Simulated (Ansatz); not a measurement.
One change: `FC(F)F` becomes `FC(F)(F)[TeH]`.

Ansatz, PBE0-D4/def2-TZVP geometries, multiplicity 1. 

Elements past krypton have def2 core potentials.

```tsv
property	`FC(F)F`
HOMO energy (B3LYP/def2-TZVPP) / eV	-11.12
LUMO energy (B3LYP/def2-TZVPP) / eV	1.53
size of the dipole moment (PBE/def2-TZVPP) / D	1.43
ideal-gas entropy at 298 K and 1 bar (rigid rotor, harmonic PBE0-D4/def2-TZVP) / J/(mol·K)	259
LUMO energy (PBE0/def2-TZVPP) / eV	1.97
HOMO–LUMO gap (PBE/def2-TZVPP) / eV	10.56
```

(1) What does the change do to each property? (Best estimate.)

Results:

(1) The calculation gave: 
```tsv
property	`FC(F)(F)[TeH]`	shift
HOMO energy (B3LYP/def2-TZVPP) / eV	-6.79	4.33
LUMO energy (B3LYP/def2-TZVPP) / eV	-1.85	-3.38
size of the dipole moment (PBE/def2-TZVPP) / D	1.33	-0.10
ideal-gas entropy at 298 K and 1 bar (rigid rotor, harmonic PBE0-D4/def2-TZVP) / J/(mol·K)	333	74
LUMO energy (PBE0/def2-TZVPP) / eV	-1.58	-3.55
HOMO–LUMO gap (PBE/def2-TZVPP) / eV	3.48	-7.08
```

With PBE0 the HOMO rises by 4.34 eV and the LUMO falls by 3.55 eV, so the gap narrows by about 7.89 eV. PBE moves the HOMO by 3.56 eV and ωB97M-V by 4.64 eV. The zero-point energy changes by -13.1 kJ/mol with +3 modes. Dipoles are sizes alone; their direction can turn.

B3LYP here is the variant with VWN-RPA as its local correlation; programs differ in this.

Spin–orbit coupling is left out; it splits and shifts lone-pair levels of the heavy atoms by tenths of an eV.

Positive LUMOs are unbound, so they and the gaps depend on the basis.
